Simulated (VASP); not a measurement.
# InP (F-43m) in VASP: further runs, part 3 of 3

VASP 6.6.1.

## 5. Single point, LDA

This run uses another cell than the first one, of 23.52 Å³/atom, 0.976 times its volume.

INCAR reads:

```
SYSTEM = InP
ALGO     = Normal         ! electronic algorithm
EDIFF    = 1E-7           ! SCF threshold, eV
ENCUT    = 520            ! plane-wave cutoff, eV
ISIF     = 2              ! what is computed and relaxed
ISMEAR   = 0              ! smearing method
LASPH    = .True.         ! aspherical terms in the spheres
LCHARG   = .True.         ! write CHGCAR
LELF     = .True.         ! ELF
LREAL    = .False.        ! projectors in reciprocal space
LVHAR    = .True.       
LWAVE    = .False.        ! write WAVECAR
NBANDS   = 16             ! bands
NELM     = 60             ! most SCF steps
PREC     = Accurate       ! precision mode
SIGMA    = 0.01           ! smearing width, eV
```

KPOINTS reads:

```
k-points
0
Gamma
  8 8 8
  0 0 0
```

POSCAR reads:

```
InP
1.0
    2.8652658291      2.8652658291      0.0000000000
   -2.8652658291      2.8652658291      0.0000000000
    0.0000000000      2.8652658291      2.8652658291
In P
1 1
Direct
    0.0000000000      0.0000000000      0.0000000000
    0.7500000000      0.2500000000      0.5000000000
```

Potentials or basis: VASP PAW LDA potentials, release 64 (In_d, P).

Command:

```
$ cat potpaw_LDA.64/In_d/POTCAR potpaw_LDA.64/P/POTCAR > POTCAR
$ mpirun -np 1 vasp_std > vasp.out
```

OUTCAR:

```text
SYSTEM = InP
   EDIFF = 1E-7
   ENCUT = 520
   ISIF = 2
   ISMEAR = 0
   LASPH = .True.
   LREAL = .False.
   NELM = 60
   PREC = Accurate

 ion  position               nearest neighbor table
   1  0.000  0.000  0.000-   2 2.48   2 2.48   2 2.48   2 2.48
   2  0.750  0.250  0.500-   1 2.48   1 2.48   1 2.48   1 2.48

  LATTYP: Found a face centered cubic cell.
 ALAT       =     5.7305316582

  Lattice vectors:

 A1 = (   0.0000000000,   2.8652658291,   2.8652658291)
 A2 = (   2.8652658291,   0.0000000000,   2.8652658291)
 A3 = (   2.8652658291,   2.8652658291,   0.0000000000)

Analysis of symmetry for initial positions (statically):
=====================================================================
 Subroutine PRICEL returns:
 Original cell was already a primitive cell.

 Routine SETGRP: Setting up the symmetry group for a
 face centered cubic supercell.

 Subroutine GETGRP returns: Found 24 space group operations
 (whereof 24 operations were pure point group operations)
 out of a pool of 48 trial point group operations.

The static configuration has the point symmetry T_d .

Analysis of symmetry for dynamics (positions and initial velocities):
=====================================================================
 Subroutine PRICEL returns:
 Original cell was already a primitive cell.

 Routine SETGRP: Setting up the symmetry group for a
 face centered cubic supercell.

 Subroutine GETGRP returns: Found 24 space group operations
 (whereof 24 operations were pure point group operations)
 out of a pool of 48 trial point group operations.

The dynamic configuration has the point symmetry T_d .

 Subroutine INISYM returns: Found 24 space group operations
 (whereof 24 operations are pure point group operations),
 and found     1 'primitive' translations

----------------------------------------------------------------------------------------

                                     Primitive cell

  volume of cell :      47.0462

  direct lattice vectors                    reciprocal lattice vectors
     2.865265829  2.865265829  0.000000000     0.174503878  0.174503878 -0.174503878
    -2.865265829  2.865265829  0.000000000    -0.174503878  0.174503878 -0.174503878
     0.000000000  2.865265829  2.865265829     0.000000000  0.000000000  0.349007757

  length of vectors
     4.052097795  4.052097795  4.052097795     0.302249584  0.302249584  0.349007757

  position of ions in fractional coordinates (direct lattice)
     0.000000000  0.000000000  0.000000000
     0.750000000  0.250000000  0.500000000

  ion indices of the primitive-cell ions
   primitive index   ion index
                 1           1
                 2           2

----------------------------------------------------------------------------------------

 KPOINTS: k-points

Automatic generation of k-mesh.
 Grid dimensions read from file:
 generate k-points for:    8    8    8

 Generating k-lattice:

  Cartesian coordinates                     Fractional coordinates (reciprocal lattice)
     0.021812985  0.021812985 -0.021812985     0.125000000  0.000000000  0.000000000
    -0.021812985  0.021812985 -0.021812985     0.000000000  0.125000000  0.000000000
     0.000000000  0.000000000  0.043625970     0.000000000  0.000000000  0.125000000

  Length of vectors
     0.037781198  0.037781198  0.043625970

  Shift w.r.t. Gamma in fractional coordinates (k-lattice)
     0.000000000  0.000000000  0.000000000

 Subroutine IBZKPT returns following result:
 ===========================================

 Found     29 irreducible k-points:

 Following reciprocal coordinates:
            Coordinates               Weight
  0.000000  0.000000  0.000000      1.000000
  0.125000  0.000000  0.000000      8.000000
  0.250000  0.000000  0.000000      8.000000
  0.375000  0.000000  0.000000      8.000000
  0.500000  0.000000  0.000000      4.000000
  0.125000  0.125000  0.000000     12.000000
[... 16 lines left out ...]
  0.375000  0.250000  0.125000     48.000000
  0.500000  0.250000  0.125000     24.000000
 [... further k-points ...]
   k-points           NKPTS =     29   k-points in BZ     NKDIM =     29   number of bands    NBANDS=     16
   number of dos      NEDOS =    301   number of ions     NIONS =      2
   total plane-waves  NPLWV =  27000
   dimension x,y,z NGX =    30 NGY =   30 NGZ =   30
   dimension x,y,z NGXF=    60 NGYF=   60 NGZF=   60
   ions per type =               1   1
   NGX,Y,Z   is equivalent  to a cutoff of  12.31, 12.31, 12.31 a.u.
   NGXF,Y,Z  is equivalent  to a cutoff of  24.62, 24.62, 24.62 a.u.
 SYSTEM =  InP
   PREC   = accura    normal or accurate (medium, high low for compatibility)
   ISTART =      0    job   : 0-new  1-cont  2-samecut
   ICHARG =      2    charge: 1-file 2-atom 10-const
   ISPIN  =      1    spin polarized calculation?
   LNONCOLLINEAR =      F non collinear calculations
   LSORBIT =      F    spin-orbit coupling
   LASPH  =      T    aspherical Exc in radial PAW
   ENCUT  =  520.0 eV  38.22 Ry    6.18 a.u.   7.53  7.53  7.53*2*pi/ulx,y,z
   NELM   =     60;   NELMIN=  2; NELMDL= -5     # of ELM steps
   EDIFF  = 0.1E-06   stopping-criterion for ELM
   LREAL  =      F    real-space projection
   EDIFFG = 0.1E-05   stopping-criterion for IOM
   NSW    =      0    number of steps for IOM
   IBRION =     -1    ionic relax: 0-MD 1-quasi-New 2-CG
   NFREE  =      0    steps in history (QN), initial steepest desc. (CG)
   ISIF   =      2    stress and relaxation
   ISYM   =      2    0-nonsym 1-usesym 2-fastsym
   POTIM  = 0.5000    time-step for ionic-motion
   TEBEG  =    0.0;   TEEND  =   0.0 temperature during run
   PSTRESS=    0.0 pullay stress
   NELECT =      18.0000    total number of electrons
   NUPDOWN=      -1.0000    fix difference up-down
   EMIN   =  10.00;   EMAX   =-10.00  energy-range for DOS
   EFERMI =   0.00;   METHOD = LEGACY
   ISMEAR =     0;   SIGMA  =   0.01  broadening in eV -4-tet -1-fermi 0-gaus
   EFERMI_NEDOS =   21; number of points for ismear=-14 and -15
   IALGO  =     38    algorithm
   IMIX   =      4    mixing-type and parameters
     AMIX     =   0.40;   BMIX     =  1.00
     AMIX_MAG =   1.60;   BMIX_MAG =  1.00
  volume/ion in A,a.u.               =      23.52       158.74
  Fermi-wavevector in a.u.,A,eV,Ry     =   1.188477  2.245896 19.217921  1.412477
  Thomas-Fermi vector in A             =   2.324606
   LORBIT       =      0    0 simple, 1 ext, 2 COOP (PROOUT), +10 PAW based schemes
   GGA     = CA    functional components
   LHFCALC =     F    Hartree Fock is set to
   AEXX    =    0.0000 exact exchange contribution
   IVDW    =     0    specifies the selected vdW correction
   LEPSILON=     F    determine dielectric tensor
   LRPA    =     F    only Hartree local field effects (RPA)
 non-spin polarized calculation
 Gauss-broadening in eV      SIGMA  =   0.01
  energy-cutoff  :      520.00
  volume of cell :       47.05
 maximum number of plane-waves:      1283
   NGX = 15   NGY = 15   NGZ = 15

 number of electron      17.9999997 magnetization

 Free energy of the ion-electron system (eV)
  ---------------------------------------------------
  ext. energy  EPLUGINS =         0.00000000
  ---------------------------------------------------
  free energy    TOTEN  =        -9.64218236 eV

  energy without entropy =       -9.64218236  energy(sigma->0) =       -9.64218236

 E-fermi :   5.9103     XC(G=0):  -9.9049

 val. band max:        5.7866349999   @ k =   0.0000   0.0000   0.0000
 cond. band min:       6.6610118892   @ k =   0.0000   0.0000   0.0000
 fundamental gap:      0.8743768893
 Fermi energy:         5.9102903918

 k-point     1 :       0.0000    0.0000    0.0000
  band No.  band energies     occupation
      1      -8.5645      2.00000
      2      -8.5645      2.00000
      3      -8.5645      2.00000
      4      -8.3725      2.00000
      5      -8.3725      2.00000
      6      -6.2470      2.00000
[... 8 lines left out ...]
     15      15.3438      0.00000
     16      15.3438      0.00000

 k-point     2 :       0.1250    0.0000    0.0000
  band No.  band energies     occupation
      1      -8.5902      2.00000
      2      -8.5550      2.00000
      3      -8.5550      2.00000
      4      -8.3726      2.00000
      5      -8.3726      2.00000
      6      -6.0465      2.00000
[... 8 lines left out ...]
     15      14.6143      0.00000
     16      15.1893      0.00000
[... 387 lines left out ...]
      5      -8.3531      2.00000
      6      -4.3095      2.00000
[... 8 lines left out ...]
     15      16.7832      0.00000
     16      17.2935      0.00000

 k-point    24 :       0.5000    0.2500    0.1250
  band No.  band energies     occupation
      1      -8.7335      2.00000
      2      -8.5038      2.00000
      3      -8.4776      2.00000
      4      -8.3811      2.00000
      5      -8.3563      2.00000
      6      -3.8942      2.00000
[... 8 lines left out ...]
     15      16.5257      0.00000
     16      17.2857      0.00000

 [... further k-points ...]
[... 5 lines left out ...]
  --------------------------------------------------------------------------------------
  -------------------------------------------------------------------------------------
  Total        1.1787410      1.1787410      1.1787410      0.0000000      0.0000000      0.0000000
  in kB       40.1424807     40.1424807     40.1424807      0.0000000      0.0000000      0.0000000
  external PRESSURE =      40.1424807 kB  Pullay stress =       0.0000000 kB

 VOLUME and BASIS-vectors are now :
 -----------------------------------------------------------------------------
  energy-cutoff  :      520.00
  volume of cell :       47.05
      direct lattice vectors                 reciprocal lattice vectors
     2.865265829  2.865265829  0.000000000     0.174503878  0.174503878 -0.174503878
    -2.865265829  2.865265829  0.000000000    -0.174503878  0.174503878 -0.174503878
     0.000000000  2.865265829  2.865265829     0.000000000  0.000000000  0.349007757

 POSITION                                       TOTAL-FORCE (eV/Angst)
 -----------------------------------------------------------------------------------
      0.00000      0.00000      0.00000         0.000000      0.000000      0.000000
      1.43263      4.29790      1.43263        -0.000000      0.000000      0.000000
 -----------------------------------------------------------------------------------
    total drift:                                0.000000     -0.000000      0.000000

  FREE ENERGIE OF THE ION-ELECTRON SYSTEM (eV)
  ---------------------------------------------------
  free  energy   TOTEN  =        -9.6421823595 eV

  energy  without entropy=       -9.6421823595  energy(sigma->0) =       -9.64218236
```

Wall time 12 s (1 thread of Intel Xeon 6975P-C (Granite Rapids), shared host); peak memory 0.15 GiB.

Results:

```yaml
Free_energy: -9.6422 eV
Pressure: 4.0 GPa
Band_gap_on_the_k_mesh: 0.87 eV, direct
```

Caveat: spin-orbit coupling is left out, which moves the levels of the heavy elements.

## 6. Single point, LDA

This run uses another cell than the first one, of 24.74 Å³/atom, 1.027 times its volume.

INCAR reads:

```
ALGO = Normal ; EDIFF = 1E-6
ENCUT = 520 ; GGA = CA
ISIF = 2 ; ISMEAR = 0
LASPH = True ; LCHARG = False
LREAL = False ; LWAVE = False
NBANDS = 16 ; NELM = 60
PREC = Accurate ; SIGMA = 0.01
```

KPOINTS reads:

```
k-points
0
Gamma
  8 8 8
```

POSCAR reads:

```
InP
1.0
    2.9136593589      2.9136593589      0.0000000000
   -2.9136593589      2.9136593589      0.0000000000
    0.0000000000      2.9136593589      2.9136593589
In P
1 1
Direct
    0.0000000000      0.0000000000      0.0000000000
    0.7500000000      0.2500000000      0.5000000000
```

Potentials or basis: VASP PAW LDA potentials, release 64 (In_d, P).

Command:

```
$ cat potpaw_LDA.64/In_d/POTCAR potpaw_LDA.64/P/POTCAR > POTCAR
$ mpirun -np 1 vasp_std > vasp.out
```

Wall time 9.2 s (1 thread of Intel Xeon 6975P-C (Granite Rapids), shared host); peak memory 0.16 GiB.

The run converged. Its results:

* Free energy: -9.6721 eV
* Pressure: 0.0 GPa
* Band gap on the k mesh: 0.60 eV, direct

Levels at points of the mesh, in eV from the valence-band top:
| k point | band 5 | band 6 | band 7 | band 8 | band 9 | band 10 | band 11 | band 12 | band 13 | band 14 |
| --- | --- | --- | --- | --- | --- | --- | --- | --- | --- | --- |
| (0.00, 0.00, 0.00) | -14.06 | -11.67 | 0.00 | 0.00 | 0.00 | 0.60 | 3.96 | 3.96 | 3.96 | 8.37 |
| (0.50, 0.00, 0.00) | -14.05 | -9.85 | -5.92 | -1.02 | -1.02 | 1.37 | 4.70 | 4.70 | 6.93 | 9.31 |
| (0.50, 0.50, 0.00) | -14.02 | -9.16 | -5.94 | -2.42 | -2.42 | 1.57 | 2.12 | 9.10 | 9.55 | 9.55 |

Caveat: spin-orbit coupling is left out, which moves the levels of the heavy elements.

## 7. Summary

```csv
cell,gap on the mesh (eV),pressure (GPa)
"a = 4.084 Å, angles 60.0, 60.0, 90.0°, 2 atoms",0.75,2.0
"a = 4.052 Å, angles 60.0, 60.0, 90.0°, 2 atoms",0.87,4.0
"a = 4.121 Å, angles 60.0, 60.0, 90.0°, 2 atoms",0.60,0.0
```

Alike in all rows: task single point; level LDA; potentials or basis VASP PAW LDA potentials, release 64 (In_d, P); no spin polarisation; k mesh 8 × 8 × 8; cutoff (eV) 520; smearing gaussian 0.01 eV.

Caveats: spin-orbit coupling is left out, which moves the levels of the heavy elements.

Total energies depend on the potentials used, so only differences within one code and one set of settings carry meaning.

## 8. Against experiment

Step 3. Against the measured gap of InP, 1.4236 eV (direct; 1.6 K; a printed reference work, data compilation), the calculated 0.75 eV is off by -0.68 eV. Spin-orbit coupling on In is left out. The value is that of LDA, without temperature or zero-point motion. Semilocal functionals fall short of measured gaps as a rule.
